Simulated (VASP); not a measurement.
# Zn (Fm-3m) in VASP: a series of runs, part 2 of 2

VASP 6.6.1.

### Step 3. Single point, PBEsol

The input, INCAR:

```
  PREC = Accurate
  ENCUT = 520
  EDIFF = 1E-6
  ISMEAR = 0
  SIGMA = 0.15
  LREAL = False
  LASPH = True
  NELM = 60
  ALGO = Normal
  ISIF = 2
  LWAVE = False
  LCHARG = True
  GGA = PS
  LELF = True
  LVHAR = True
  NBANDS = 12
```

The input, KPOINTS:

```
regular mesh
0
Gamma
  20 20 20
```

The input, POSCAR:

```
Zn
1.0
    0.0000000000      1.9647760000      1.9647760000
    1.9647760000      0.0000000000      1.9647760000
    1.9647760000      1.9647760000      0.0000000000
Zn
1
Direct
    0.0000000000      0.0000000000      0.0000000000
```

Potentials or basis: VASP PAW PBE potentials, release 64 (Zn).

Run with:

```sh
cat potpaw_PBE.64/Zn/POTCAR > POTCAR
mpirun -np 1 vasp_std > vasp.out
```

OUTCAR:

```text
PREC = Accurate
   ENCUT = 520
   EDIFF = 1E-6
   ISMEAR = 0
   LREAL = False
   LASPH = True
   NELM = 60
   ISIF = 2
   GGA = PS

 ion  position               nearest neighbor table
   1  0.000  0.000  0.000-

  LATTYP: Found a face centered cubic cell.
 ALAT       =     3.9295520000

  Lattice vectors:

 A1 = (   0.0000000000,   1.9647760000,   1.9647760000)
 A2 = (   1.9647760000,   0.0000000000,   1.9647760000)
 A3 = (   1.9647760000,   1.9647760000,   0.0000000000)

Analysis of symmetry for initial positions (statically):
=====================================================================
 Subroutine PRICEL returns:
 Original cell was already a primitive cell.

 Routine SETGRP: Setting up the symmetry group for a
 face centered cubic supercell.

 Subroutine GETGRP returns: Found 48 space group operations
 (whereof 48 operations were pure point group operations)
 out of a pool of 48 trial point group operations.

The static configuration has the point symmetry O_h .

Analysis of symmetry for dynamics (positions and initial velocities):
=====================================================================
 Subroutine PRICEL returns:
 Original cell was already a primitive cell.

 Routine SETGRP: Setting up the symmetry group for a
 face centered cubic supercell.

 Subroutine GETGRP returns: Found 48 space group operations
 (whereof 48 operations were pure point group operations)
 out of a pool of 48 trial point group operations.

The dynamic configuration has the point symmetry O_h .

 Subroutine INISYM returns: Found 48 space group operations
 (whereof 48 operations are pure point group operations),
 and found     1 'primitive' translations

----------------------------------------------------------------------------------------

                                     Primitive cell

  volume of cell :      15.1694

  direct lattice vectors                    reciprocal lattice vectors
     0.000000000  1.964776000  1.964776000    -0.254481936  0.254481936  0.254481936
[... 114 lines left out ...]
   LRPA    =     F    only Hartree local field effects (RPA)
 non-spin polarized calculation
 Gauss-broadening in eV      SIGMA  =   0.15
  energy-cutoff  :      520.00
  volume of cell :       15.17
 maximum number of plane-waves:       423
 NGX is ok and might be reduce to    24
   NGX = 11   NGY = 11   NGZ = 11

 number of electron      12.0000008 magnetization

 Free energy of the ion-electron system (eV)
  ---------------------------------------------------
  ext. energy  EPLUGINS =         0.00000000
  ---------------------------------------------------
  free energy    TOTEN  =        -1.54830277 eV

  energy without entropy =       -1.54596807  energy(sigma->0) =       -1.54713542

 E-fermi :   2.9156     XC(G=0): -11.7245

 val. band max:        2.8531418615   @ k =  -0.3500   0.4500   0.2000
 cond. band min:       2.9672856036   @ k =  -0.3500   0.4000   0.1500
 fundamental gap:      0.1141437421
 Fermi energy:         2.9156213632

 k-point     1 :       0.0000    0.0000    0.0000
  band No.  band energies     occupation
      1      -7.4581      2.00000
      2      -4.6737      2.00000
      3      -4.6737      2.00000
      4      -4.6737      2.00000
      5      -4.2907      2.00000
      6      -4.2907      2.00000
      7      21.1530      0.00000
      8      21.1530      0.00000
      9      21.1530      0.00000
     10      21.8261      0.00000
     11      23.9360      0.00000
     12      23.9360      0.00000
[... 331 lines left out ...]
 k-point    24 :      -0.3500    0.0500    0.0000
  band No.  band energies     occupation
      1      -5.3884      2.00000
      2      -4.6482      2.00000
      3      -4.6324      2.00000
      4      -4.1237      2.00000
      5      -4.1209      2.00000
      6      -2.7362      2.00000
      7       5.5005      0.00000
      8      16.7315      0.00000
      9      18.8983      0.00000
     10      20.5265      0.00000
     11      22.2982      0.00000
     12      23.5498      0.00000

 [... further k-points ...]

------------------------ aborting loop because EDIFF is reached ----------------------------------------

  FORCE on cell =-STRESS in cart. coord.  units (eV):
  Direction    XX          YY          ZZ          XY          YZ          ZX
  --------------------------------------------------------------------------------------
  -------------------------------------------------------------------------------------
  Total       -0.4473958     -0.4473958     -0.4473958      0.0000000     -0.0000000      0.0000000
  in kB      -47.2534293    -47.2534293    -47.2534293      0.0000000     -0.0000000      0.0000000
  external PRESSURE =     -47.2534293 kB  Pullay stress =       0.0000000 kB

 VOLUME and BASIS-vectors are now :
 -----------------------------------------------------------------------------
  energy-cutoff  :      520.00
  volume of cell :       15.17
      direct lattice vectors                 reciprocal lattice vectors
     0.000000000  1.964776000  1.964776000    -0.254481936  0.254481936  0.254481936
     1.964776000  0.000000000  1.964776000     0.254481936 -0.254481936  0.254481936
     1.964776000  1.964776000  0.000000000     0.254481936  0.254481936 -0.254481936

 POSITION                                       TOTAL-FORCE (eV/Angst)
 -----------------------------------------------------------------------------------
      0.00000      0.00000      0.00000         0.000000      0.000000     -0.000000
 -----------------------------------------------------------------------------------
    total drift:                               -0.000000      0.000000     -0.000000

  FREE ENERGIE OF THE ION-ELECTRON SYSTEM (eV)
  ---------------------------------------------------
  free  energy   TOTEN  =        -1.5483027687 eV

  energy  without entropy=       -1.5459680740  energy(sigma->0) =       -1.54713542
```

Wall time 21 s (1 thread of Intel Xeon Platinum 8488C (Sapphire Rapids), shared host); peak memory 0.17 GiB.

Results:

| Property | Result |
| --- | --- |
| Free energy | -1.5483 eV |
| Pressure | -4.7 GPa |
| Band gap on the k mesh | none (metal or under the smearing width) |

Levels at points of the mesh, in eV from the Fermi level:
```tsv
k point	band 2	band 3	band 4	band 5	band 6	band 7	band 8	band 9	band 10	band 11
(0.00, 0.00, 0.00)	-7.59	-7.59	-7.59	-7.21	-7.21	18.24	18.24	18.24	18.91	21.02
(0.50, 0.00, 0.00)	-7.59	-7.59	-6.92	-6.92	-2.92	-1.39	15.22	15.22	17.44	18.93
(0.50, 0.50, 0.00)	-8.20	-6.94	-6.85	-6.85	-1.01	1.72	8.40	8.40	12.08	13.23
```

Caveat: the PAW data sets were made with another functional, which shifts forces and pressure a little.
